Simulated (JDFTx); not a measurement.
# LiCl (Fm-3m) in JDFTx: a series of runs

The runs below take LiCl through equation of state, with PBEsol.

Program: JDFTx 1.7.0 (patched build). These are calculated values, not measurements. Logs are shortened: lines on timing, memory, paths and dates and some standing lists are left out, and cuts for length are marked. The log counts tension as positive stress, the text compression.

## (1) Starting point

The structure is cubic, space group Fm-3m (No. 225). Conventional cell: a = 5.130 Å, b = 5.130 Å, c = 5.130 Å, α = 90.00°, β = 90.00°, γ = 90.00°. Around Cl (site symmetry m-3m) lie 6 Li at 2.56 Å. Around Li (site symmetry m-3m) lie 6 Cl at 2.56 Å.

## (2) Equation of state, PBEsol, 15.86 Å³/atom (volume scaled by 0.94)

File LiCl.in:

```
lattice Face-Centered Cubic 9.4955452062
coords-type Lattice
ion Cl     0.5000000000     0.5000000000     0.5000000000 1
ion Li     0.0000000000     0.0000000000     0.0000000000 1

ion-species pseudo/Cl.upf
ion-species pseudo/Li.upf
elec-cutoff 37 296
elec-ex-corr gga-PBEsol
kpoint-folding 9 9 9
elec-smearing Fermi 0.0018374661
elec-n-bands 10
electronic-SCF nIterations 100 energyDiffThreshold 1e-09
electronic-minimize nIterations 30 energyDiffThreshold 1e-7
forces-output-coords Cartesian

dump-name run.$VAR
dump End Ecomponents EigStats BandEigs Kpoints Forces Stress
```

Potentials or basis: PseudoDojo-SR-PBEsol-0.4.1-standard.

Launch:

```console
$ jdftx -c 1 -i LiCl.in -o LiCl.out
```

Output:

```text
*************** JDFTx 1.7.0 (patched build) ***************

Input parsed successfully to the following command list (including defaults):
[... the input with its defaults ...]

---------- Setting up symmetries ----------

Found 48 point-group symmetries of the bravais lattice
Found 48 space-group symmetries with basis
Applied RMS atom displacement 0 bohrs to make symmetries exact.

---------- Initializing the Grid ----------
R =
[            0      4.74777      4.74777  ]
[      4.74777            0      4.74777  ]
[      4.74777      4.74777            0  ]
unit cell volume = 214.042
G =
[  -0.661698   0.661698   0.661698  ]
[   0.661698  -0.661698   0.661698  ]
[   0.661698   0.661698  -0.661698  ]
Minimum fftbox size, Smin = [  56  56  56  ]
Chosen fftbox size, S = [  56  56  56  ]

---------- Initializing tighter grid for wavefunction operations ----------
R =
[            0      4.74777      4.74777  ]
[      4.74777            0      4.74777  ]
[      4.74777      4.74777            0  ]
unit cell volume = 214.042
G =
[  -0.661698   0.661698   0.661698  ]
[   0.661698  -0.661698   0.661698  ]
[   0.661698   0.661698  -0.661698  ]
Minimum fftbox size, Smin = [  40  40  40  ]
Chosen fftbox size, S = [  40  40  40  ]

---------- Exchange Correlation functional ----------
Initalized PBEsol GGA exchange.
Initalized PBEsol GGA correlation.

---------- Setting up pseudopotentials ----------
Width of ionic core gaussian charges (only for fluid interactions / plotting) set to 0

Reading pseudopotential file 'pseudo/Cl.upf':
  'Cl' pseudopotential, 'PBESOL' functional
  Generated using ONCVPSP code by D. R. Hamann
  7 valence electrons, 2 orbitals, 6 projectors, 1001 radial grid points, with lMax = 2
    3S    l: 0   occupation:  2.0   eigenvalue: -0.757712
    3P    l: 1   occupation:  5.0   eigenvalue: -0.314633
  Core radius for overlap checks: 1.71 bohrs.

Reading pseudopotential file 'pseudo/Li.upf':
  'Li' pseudopotential, 'PBESOL' functional
  Generated using ONCVPSP code by D. R. Hamann
  3 valence electrons, 2 orbitals, 4 projectors, 1001 radial grid points, with lMax = 1
    1S    l: 0   occupation:  2.0   eigenvalue: -1.887917
    2S    l: 0   occupation:  1.0   eigenvalue: -0.103704
  Core radius for overlap checks: 1.34 bohrs.

Initialized 2 species with 2 total atoms.

Folded 1 k-points by 9x9x9 to 729 k-points.

---------- Setting up k-points, bands, fillings ----------
Reduced to 35 k-points under symmetry.
Computing the number of bands and number of electrons
Calculating initial fillings.
nElectrons:  10.000000   nBands: 10   nStates: 35

----- Setting up reduced wavefunction bases (one per k-point) -----
average nbasis = 2300.720 , ideal nbasis = 2300.892

---------- Setting up ewald sum ----------
Optimum gaussian width for ewald sums = 2.156356 bohr.
Real space sum over 1331 unit cells with max indices [  5  5  5  ]
Reciprocal space sum over 2197 terms with max indices [  6  6  6  ]

---------- Allocating electronic variables ----------
Initializing wave functions:  linear combination of atomic orbitals
Note: number of bands (10) exceeds available atomic orbitals (6)
Cl pseudo-atom occupations:   s ( 2 )  p ( 5 )
Li pseudo-atom occupations:   s ( 2 1 )
	FillingsUpdate:  mu: +0.296417624  nElectrons: 10.000000
LCAOMinimize: Iter:   0  F: -22.2810583663734292  |grad|_K:  2.099e-03  alpha:  1.000e+00
	FillingsUpdate:  mu: +0.288063182  nElectrons: 10.000000
LCAOMinimize: Iter:   1  F: -22.2861702178755507  |grad|_K:  2.983e-05  alpha:  6.422e-01  linmin: -1.693e-01  cgtest:  2.377e-01
LCAOMinimize: Encountered beta<0, resetting CG.
	FillingsUpdate:  mu: +0.288065183  nElectrons: 10.000000
LCAOMinimize: Iter:   2  F: -22.2861716610066267  |grad|_K:  2.704e-06  alpha:  9.253e-01  linmin: -5.304e-03  cgtest:  5.322e-02
	FillingsUpdate:  mu: +0.288076089  nElectrons: 10.000000
LCAOMinimize: Iter:   3  F: -22.2861716694593852  |grad|_K:  2.595e-07  alpha:  6.596e-01  linmin: -5.649e-05  cgtest: -2.041e-02
	FillingsUpdate:  mu: +0.288076113  nElectrons: 10.000000
LCAOMinimize: Iter:   4  F: -22.2861716695734522  |grad|_K:  8.385e-09  alpha:  9.682e-01  linmin:  7.418e-03  cgtest: -4.794e-02
LCAOMinimize: Converged (|Delta F|<1.000000e-06 for 2 iters).

-------- Electronic minimization -----------
Will mix electronic density at each iteration.
	FillingsUpdate:  mu: +0.288076113  nElectrons: 10.000000
	FillingsUpdate:  mu: +0.276289552  nElectrons: 10.000000
SCF: Cycle:  0   F: -22.307763824121910   dF: -2.159e-02   |Residual|: 5.659e-02   |deigs|: 1.802e-01
	FillingsUpdate:  mu: +0.271469020  nElectrons: 10.000000
SCF: Cycle:  1   F: -22.311773090270204   dF: -4.009e-03   |Residual|: 1.631e-02   |deigs|: 1.352e-02
	FillingsUpdate:  mu: +0.269614908  nElectrons: 10.000000
SCF: Cycle:  2   F: -22.312171928094052   dF: -3.988e-04   |Residual|: 4.834e-03   |deigs|: 5.211e-03
	FillingsUpdate:  mu: +0.269341392  nElectrons: 10.000000
SCF: Cycle:  3   F: -22.312178992973401   dF: -7.065e-06   |Residual|: 7.349e-04   |deigs|: 1.607e-03
	FillingsUpdate:  mu: +0.269325409  nElectrons: 10.000000
SCF: Cycle:  4   F: -22.312179932154329   dF: -9.392e-07   |Residual|: 3.217e-04   |deigs|: 4.437e-04
	FillingsUpdate:  mu: +0.269381914  nElectrons: 10.000000
SCF: Cycle:  5   F: -22.312180286505583   dF: -3.544e-07   |Residual|: 3.642e-05   |deigs|: 2.830e-04
	FillingsUpdate:  mu: +0.269384567  nElectrons: 10.000000
SCF: Cycle:  6   F: -22.312180363917406   dF: -7.741e-08   |Residual|: 2.273e-05   |deigs|: 2.004e-04
	FillingsUpdate:  mu: +0.269393971  nElectrons: 10.000000
SCF: Cycle:  7   F: -22.312180397538377   dF: -3.362e-08   |Residual|: 7.670e-06   |deigs|: 2.351e-04
	FillingsUpdate:  mu: +0.269393334  nElectrons: 10.000000
SCF: Cycle:  8   F: -22.312180405421969   dF: -7.884e-09   |Residual|: 4.213e-06   |deigs|: 9.498e-05
	FillingsUpdate:  mu: +0.269394321  nElectrons: 10.000000
SCF: Cycle:  9   F: -22.312180409214484   dF: -3.793e-09   |Residual|: 6.308e-07   |deigs|: 9.965e-05
	FillingsUpdate:  mu: +0.269394422  nElectrons: 10.000000
SCF: Cycle: 10   F: -22.312180409982457   dF: -7.680e-10   |Residual|: 9.372e-07   |deigs|: 5.134e-05
	FillingsUpdate:  mu: +0.269394465  nElectrons: 10.000000
SCF: Cycle: 11   F: -22.312180410374722   dF: -3.923e-10   |Residual|: 1.290e-06   |deigs|: 4.184e-05
SCF: Converged (|Delta E|<1.000000e-09 for 2 iters).

Setting wave functions to eigenvectors of Hamiltonian

# Stress tensor in Cartesian coordinates [Eh/a0^3]:
[ -2.80554e-05            0            0  ]
[            0 -2.80554e-05            0  ]
[            0            0 -2.80554e-05  ]

# Ionic positions in lattice coordinates:
ion Cl   0.500000000000000   0.500000000000000   0.500000000000000 1
ion Li   0.000000000000000   0.000000000000000   0.000000000000000 1

# Forces in Cartesian coordinates:
force Cl   0.000000000000000   0.000000000000000   0.000000000000000 1
force Li   0.000000000000000  -0.000000000000000   0.000000000000000 1

# Energy components:
   Eewald =      -16.4124742020437608
       EH =        3.6119008039823433
     Eloc =      -13.2620383285579511
      Enl =       -2.2545173760874033
      Exc =       -6.1264754571181861
 Exc_core =        1.3357788156212183
       KE =       10.7956453338290164
-------------------------------------
     Etot =      -22.3121804103747223
       TS =        0.0000000000000005
-------------------------------------
        F =      -22.3121804103747223

IonicMinimize: Iter:   0  F: -22.312180410374722  |grad|_K:        nan
IonicMinimize: None of the convergence criteria satisfied after 0 iterations.

#--- Lowdin population analysis ---
# oxidation-state Cl -0.592
# oxidation-state Li +0.659

Dumping 'run.eigStats' ...
	eMin: -1.490547 at state 0 ( [ +0.000000 +0.000000 +0.000000 ] spin 0 )
	HOMO: +0.079677 at state 0 ( [ +0.000000 +0.000000 +0.000000 ] spin 0 )
	mu  : +0.269394
	LUMO: +0.318303 at state 0 ( [ +0.000000 +0.000000 +0.000000 ] spin 0 )
	eMax: +0.701671 at state 4 ( [ +0.000000 +0.000000 +0.444444 ] spin 0 )
	HOMO-LUMO gap: +0.238626
	Optical gap  : +0.238626 at state 0 ( [ +0.000000 +0.000000 +0.000000 ] spin 0 )
Done!
[note: mu as printed may lie anywhere between the filled and the empty levels]
```

Wall time 35 s (1 thread of Arm Neoverse V2, shared host); peak memory 0.1 GiB.

What came out:

| Quantity | Value |
| --- | --- |
| Free energy | -607.1454 eV |
| Pressure | 0.8 GPa |
| Band gap on the k mesh | 6.49 eV, direct |
| Loewdin charges | Cl -0.59; Li +0.66 e |

Caveat: an odd mesh through Γ misses points on the zone boundary, where band edges often lie.

## (3) Equation of state, PBEsol, 16.20 Å³/atom (volume scaled by 0.96)

LiCl.in, as its differences from that of step 2:

```diff
@@ -1,2 +1,2 @@
-lattice Face-Centered Cubic 9.4955452062
+lattice Face-Centered Cubic 9.5624174461
 coords-type Lattice
```

Potentials or basis: PseudoDojo-SR-PBEsol-0.4.1-standard.

Launch:

```console
$ jdftx -c 1 -i LiCl.in -o LiCl.out
```

Wall time 35 s (1 thread of Arm Neoverse V2, shared host); peak memory 0.1 GiB.

The run converged. Its results:

```
Free energy            : -607.1472 eV
Pressure               : 0.0 GPa
Band gap on the k mesh : 6.36 eV, direct
Loewdin charges        : Cl -0.59; Li +0.66 e
```

Caveat: an odd mesh through Γ misses points on the zone boundary, where band edges often lie.

## (4) Equation of state, PBEsol, 16.53 Å³/atom (volume scaled by 0.98)

LiCl.in, as its differences from that of step 3:

```diff
@@ -1,2 +1,2 @@
-lattice Face-Centered Cubic 9.5624174461
+lattice Face-Centered Cubic 9.6283672366
 coords-type Lattice
```

Launch:

```console
$ jdftx -c 1 -i LiCl.in -o LiCl.out
```

It took 37 s on 1 thread of Arm Neoverse V2, shared host; peak memory 0.1 GiB.

The run converged. Its results:

```yaml
Free_energy: -607.1460 eV
Pressure: -0.6 GPa
Band_gap_on_the_k_mesh: 6.24 eV, direct
Loewdin_charges: Cl -0.59; Li +0.66 e
```

Caveat: an odd mesh through Γ misses points on the zone boundary, where band edges often lie.

## (5) Equation of state, PBEsol, 16.87 Å³/atom

LiCl.in, as its differences from that of step 4:

```diff
@@ -1,2 +1,2 @@
-lattice Face-Centered Cubic 9.6283672366
+lattice Face-Centered Cubic 9.6934257453
 coords-type Lattice
```

Launch:

```console
$ jdftx -c 1 -i LiCl.in -o LiCl.out
```

Run time: 36 s. Hardware: 1 thread of Arm Neoverse V2, shared host; peak memory 0.1 GiB.

It converged, with:

```
Free energy            : -607.1420 eV
Pressure               : -1.3 GPa
Band gap on the k mesh : 6.13 eV, direct
Loewdin charges        : Cl -0.59; Li +0.66 e
```

Caveat: an odd mesh through Γ misses points on the zone boundary, where band edges often lie.

## (6) Equation of state, PBEsol, 17.21 Å³/atom (volume scaled by 1.02)

LiCl.in, as its differences from that of step 5:

```diff
@@ -1,2 +1,2 @@
-lattice Face-Centered Cubic 9.6934257453
+lattice Face-Centered Cubic 9.7576224887
 coords-type Lattice
```

Potentials or basis: PseudoDojo-SR-PBEsol-0.4.1-standard.

Launch:

```console
$ jdftx -c 1 -i LiCl.in -o LiCl.out
```

It took 38 s on 1 thread of Arm Neoverse V2, shared host; peak memory 0.1 GiB.

Results (log left out):

| Item | Value |
| --- | --- |
| Free energy | -607.1355 eV |
| Pressure | -1.8 GPa |
| Band gap on the k mesh | 6.02 eV, direct |
| Loewdin charges | Cl -0.60; Li +0.66 e |

Caveat: an odd mesh through Γ misses points on the zone boundary, where band edges often lie.

## (7) Equation of state, PBEsol, 17.55 Å³/atom (volume scaled by 1.04)

LiCl.in, as its differences from that of step 6:

```diff
@@ -1,2 +1,2 @@
-lattice Face-Centered Cubic 9.7576224887
+lattice Face-Centered Cubic 9.8209854490
 coords-type Lattice
```

Launch:

```console
$ jdftx -c 1 -i LiCl.in -o LiCl.out
```

Wall time 38 s (1 thread of Arm Neoverse V2, shared host); peak memory 0.1 GiB.

The run converged. Its results:

```yaml
Free_energy: -607.1267 eV
Pressure: -2.3 GPa
Band_gap_on_the_k_mesh: 5.91 eV, direct
Loewdin_charges: Cl -0.60; Li +0.66 e
```

Caveat: an odd mesh through Γ misses points on the zone boundary, where band edges often lie.

## (8) Equation of state, PBEsol, 17.88 Å³/atom (volume scaled by 1.06)

LiCl.in, as its differences from that of step 7:

```diff
@@ -1,2 +1,2 @@
-lattice Face-Centered Cubic 9.8209854490
+lattice Face-Centered Cubic 9.8835411833
 coords-type Lattice
```

Launch:

```console
$ jdftx -c 1 -i LiCl.in -o LiCl.out
```

Wall time 38 s (1 thread of Arm Neoverse V2, shared host); peak memory 0.11 GiB.

It converged, with:

```
Free energy            : -607.1160 eV
Pressure               : -2.8 GPa
Band gap on the k mesh : 5.82 eV, direct
Loewdin charges        : Cl -0.60; Li +0.66 e
```

Caveat: an odd mesh through Γ misses points on the zone boundary, where band edges often lie.

## (9) Equation of state, PBEsol

Potentials or basis: PseudoDojo-SR-PBEsol-0.4.1-standard.

This step only gathers the single runs of the series.

What came out:

```
Equilibrium volume                      : 16.22 Å³/atom
Bulk modulus                            : 35 GPa
Pressure derivative of the bulk modulus : 4.4
```

Energy against volume, from the lowest point:
| volume (Å³/atom) | energy (meV/atom) |
| --- | --- |
| 15.859 | 0.93 |
| 16.196 | 0.00 |
| 16.534 | 0.62 |
| 16.871 | 2.63 |
| 17.209 | 5.88 |
| 17.546 | 10.25 |
| 17.883 | 15.61 |
